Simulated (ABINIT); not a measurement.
TaN:

```xyz
2
Lattice="2.9380 0.0000 0.0000 -1.4690 2.5444 0.0000 0.0000 0.0000 2.8830" Properties=species:S:1:pos:R:3 pbc="T T T"
Ta    0.0000    0.0000    1.4415
N     1.4690    0.8481    0.0000
```

Base run:

```yaml
Program: ABINIT 10.8.3 (patched build)
Functional: PBEsol
Potentials_or_basis: PseudoDojo NC SR PBEsol v0.4.1 standard
Cutoff: 980 eV
k_mesh: 8 × 8 × 7
Occupations: fermi-dirac, width 0.05 eV
Spin: no spin polarisation
```

Its results: band gap on the k mesh none (metal or under the smearing width); pressure -5.5 GPa.

**Question.** The run is repeated on the same cell with these changes: functional from PBEsol to LDA; potentials or basis from PseudoDojo NC SR PBEsol v0.4.1 standard to PseudoDojo NC SR LDA v0.4.1 standard; cutoff from 980 eV to 952 eV. What comes out?

**Answer.** Band gap on the k mesh none (metal or under the smearing width); pressure -14.6 GPa.

Caveats: the cutoff is short for stress, so the pressure is rough (some runs).
